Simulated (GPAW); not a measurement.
A run of GPAW 26.7.0:

Contents of run.py:

```python
from ase import Atoms
from ase.filters import FrechetCellFilter
from ase.io import write
from ase.optimize import BFGS
from gpaw import GPAW, PW, setup_paths

setup_paths.insert(0, '.')

atoms = Atoms(['Co', 'O'],
              cell=[[0.0, 2.1315, 2.1315],
                    [2.1315, 0.0, 2.1315],
                    [2.1315, 2.1315, 0.0]],
              scaled_positions=[[0.0, 0.0, 0.0],
                                [0.5, 0.5, 0.5]],
              pbc=True)
atoms.set_initial_magnetic_moments([2.0, 0.0])

calc = GPAW(mode=PW(800),
            xc='BLYP',
            kpts={'size': (11, 11, 11), 'gamma': True},
            occupations={'name': 'fermi-dirac', 'width': 0.05},
            nbands=17,
            convergence={'density': 1e-05, 'forces': 0.0001},
            eigensolver='davidson',
            maxiter=150,
            txt='gpaw.txt')
atoms.calc = calc
opt = BFGS(FrechetCellFilter(atoms), trajectory='relax.traj', logfile='-')
done = opt.run(fmax=0.05, steps=60)
calc.write('gs.gpw')
write('result.traj', atoms)
print('Converged:', done)
print('Cell:', atoms.cell.cellpar().round(4))
print('Volume:', round(atoms.get_volume(), 4))
print(atoms.get_scaled_positions().round(5))
```

Potentials or basis: PAW data sets generated in the run's folder for this functional, pw.

The run is started by

```bash
$ gpaw-setup -f BLYP Co O
$ OMP_NUM_THREADS=1 python run.py
```

Hardware: 1 thread of Arm Neoverse V2, on a shared host.

Q: How long does it take, and how much memory?

A: It took 76 s on 1 thread of Arm Neoverse V2, on a shared host, peak memory 0.25 GiB. Counts: scf iterations 39, plane waves 1010, bands 17, k points 56, ion steps 3.
